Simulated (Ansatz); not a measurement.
## Ag: checking dH/dP = V

Theory: Ansatz, DFT PBEsol, scalar-relativistic, plane waves, PAW. Settings: 420 eV cutoff, 18×18×6 k-mesh, Gaussian smearing of 0.10 eV, no spin polarisation.

Reference structure (relaxed):

```
Ag
1.0
     2.86746    0.00000    0.00000
    -1.43373    2.48330    0.00000
     0.00000    0.00000    9.36508
Ag
4
Direct
  0.00000 0.00000 0.00000
  0.00000 0.00000 0.50000
  0.33333 0.66667 0.25000
  0.66667 0.33333 0.75000
```

Cell and atoms were relaxed at each target pressure within the start's symmetry (P6_3/mmc), at zero temperature; other phases can be more stable under pressure. H = E + PV with P the target; E is the free energy at the smearing used, whose derivative the pressure is, per atom and counted from zero pressure.

| P (GPa) | V (Å³/atom) | E − E0 (meV) | H − H0 (meV) |
| --- | --- | --- | --- |
| 0 | 16.672 | 0.0 | 0.0 |
| 2 | 16.402 | 1.7 | 206.4 |
| 5 | 16.052 | 9.3 | 510.2 |
| 10 | 15.556 | 32.2 | 1003.2 |
| 20 | 14.787 | 103.0 | 1948.8 |
| 40 | 13.722 | 297.6 | 3723.4 |

Problem. Thermodynamics gives dH/dP = V along a relaxed path. Integrate V over P by the trapezoid rule and compare with the computed enthalpies.

Solution. With 1 eV/Å³ = 160.22 GPa, each step adds the mean volume times ΔP / 160.22:
| P (GPa) | ∫V dP (meV) | H − H0 (meV) | difference (meV) |
| --- | --- | --- | --- |
| 2 | 206.4 | 206.4 | 0.0 |
| 5 | 510.3 | 510.2 | 0.1 |
| 10 | 1003.5 | 1003.2 | 0.3 |
| 20 | 1950.4 | 1948.8 | 1.6 |
| 40 | 3729.8 | 3723.4 | 6.4 |

V(P) curves upward, so the trapezoid rule runs high; integrating a smooth curve through the same points puts that excess at about 6.3 meV at 40 GPa, against the 6.4 meV found.

Problem. At 40 GPa, how much of the enthalpy change is stored energy and how much is the PV term?

Solution. E rises by 298 meV/atom and PV is 40 × 13.722 / 160.22 = 3426 meV/atom, so PV makes 92 % of ΔH. So between rival structures at high pressure a small difference in volume can outweigh the difference in energy: 1 % of this volume is worth 34.3 meV/atom at this pressure.

Problem. What bulk modulus do the lowest pressures give?

Solution. From the pressures that the runs reached, -2.00 GPa (16.970 Å³) and 2.03 GPa (16.402 Å³), B = −ΔP/Δln V = 4.03 / 0.0341 = 118 GPa, a mean over that range.

This form isn't the element's structure at ambient conditions.